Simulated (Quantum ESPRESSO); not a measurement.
# NiO under changes of volume

One of the cells (8.769 Å³/atom); the others are scaled copies at fixed shape and fractional positions:

```
Ni O
1.0
     0.00000    2.06217    2.06217
     2.06217    0.00000    2.06217
     2.06217    2.06217    0.00000
Ni O
1 1
Direct
  0.00000 0.00000 0.00000
  0.75000 0.75000 0.75000
```

The cell was built by a generator and needn't be a form met in nature.

- Program: Quantum ESPRESSO 7.5
- Functional: PBE
- Potentials or basis: SSSP 1.3 efficiency PBE
- Cutoff: 748 eV
- Density cutoff: 5987 eV
- k mesh: 11 × 11 × 11
- Occupations: fermi-dirac, width 0.05 eV
- Spin: collinear spin, ferromagnetic start
- Starting moments: [1.0, 0.0] μB

```csv
volume (Å³/atom),energy over the lowest point (meV/atom),pressure (GPa),moment (μB per cell)
8.243,410.25,87.8,0.88
8.419,319.07,77.8,0.96
8.594,238.48,68.8,1.05
8.769,167.14,60.8,1.15
8.945,?,?,?
9.120,48.66,47.0,1.34
9.296,0.00,41.1,1.44
```

Task: What does the run at 8.945 Å³/atom give?

Result: Energy over the lowest point 104.12 meV/atom; pressure 53.6 GPa; moment 1.25 μB per cell.

Worked out: A Birch-Murnaghan fit of order 3 (a polynomial in V^(-2/3)) to the other rows has no minimum within the range. It gives 103.90 meV/atom at 8.945 Å³/atom, against the run's 104.12, and -dE/dV = 54.0 GPa, against 53.6. A straight line through the other rows of the moment, of slope 0.537 μB per Å³/atom, gives 1.25 μB, against the run's 1.25.

Energies are extrapolated to zero smearing.

Caveats: a cell with one magnetic atom can't hold antiferromagnetic order, which such compounds often take; the cell as given lies far from equilibrium (some runs).
